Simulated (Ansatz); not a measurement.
Computed with Ansatz 0.2.0, DFT PBE, scalar-relativistic, plane waves, PAW. Settings: cutoff 420 eV, Γ-centred meshes spaced at most about 0.3 Å⁻¹, and about 0.25 Å⁻¹ or finer for metals (2π included), Gaussian smearing. No spin polarisation.

All energies are static (0 K, no zero-point motion).

Two forms of SiGe₅ were relaxed alike.

A.

```yaml
crystal:
  lattice:
    - [-2.01653, 2.01653, 8.55778]
    - [2.01653, -2.01653, 8.55778]
    - [2.01653, 2.01653, -8.55778]
  atoms:
    - { symbol: Si, position: [0.00000, 0.00000, 0.00000] }
    - { symbol: Ge, position: [0.91946, 0.41946, 0.50000] }
    - { symbol: Ge, position: [0.58054, 0.08054, 0.50000] }
    - { symbol: Ge, position: [0.66547, 0.66547, 0.00000] }
    - { symbol: Ge, position: [0.25000, 0.75000, 0.50000] }
    - { symbol: Ge, position: [0.33453, 0.33453, 0.00000] }
```

B.

```yaml
crystal:
  lattice:
    - [4.03455, 0.00000, 0.00000]
    - [-2.01728, 3.49402, 0.00000]
    - [0.00000, 0.00000, 9.88043]
  atoms:
    - { symbol: Si, position: [0.00000, 0.00000, 0.00015] }
    - { symbol: Ge, position: [0.66667, 0.33333, 0.33137] }
    - { symbol: Ge, position: [0.66667, 0.33333, 0.58317] }
    - { symbol: Ge, position: [0.00000, 0.00000, 0.24565] }
    - { symbol: Ge, position: [0.33333, 0.66667, 0.66850] }
    - { symbol: Ge, position: [0.33333, 0.66667, 0.92115] }
```

Question: Which placement of the atoms is lower in energy, and by how much?

Answer: They are level within the accuracy (1 meV/atom apart, with A the lower in these runs). The two share one framework of sites and differ in which element sits where. A has Si and Ge ordered on diamond sites, space group I-4m2 (No. 119), 23.2 Å³/atom and a gap of 0.13 eV on its mesh; B has Si and Ge ordered on diamond sites, space group P3m1 (No. 156), 23.2 Å³/atom and a gap of 0.05 eV. Counting Ge atoms around Si (those within 1.25 times the shortest such distance or 1.15 times the sum of covalent radii, 1.27 where that leaves under three), A and B both have Si 4. In A, Si is surrounded by 4 Ge at 2.44 Å; Ge on a site of symmetry 2mm is surrounded by 2 Si at 2.44 Å and 2 Ge at 2.49 Å; Ge on a second site of symmetry 2mm has 4 Ge at 2.48–2.49 Å; 1 more site not described. In B, Si is surrounded by 4 Ge at 2.43–2.46 Å; Ge on its first site is surrounded by 4 Ge at 2.48–2.49 Å; Ge on its second site has 4 Ge at 2.48–2.49 Å; 3 more sites not described. Both come from invented guesses.

The k mesh leaves some 4 meV/atom of noise in the energy of each metallic cell. Kohn–Sham gaps at this level usually fall short of measured ones. Cells relaxed within their symmetry can be saddle points.
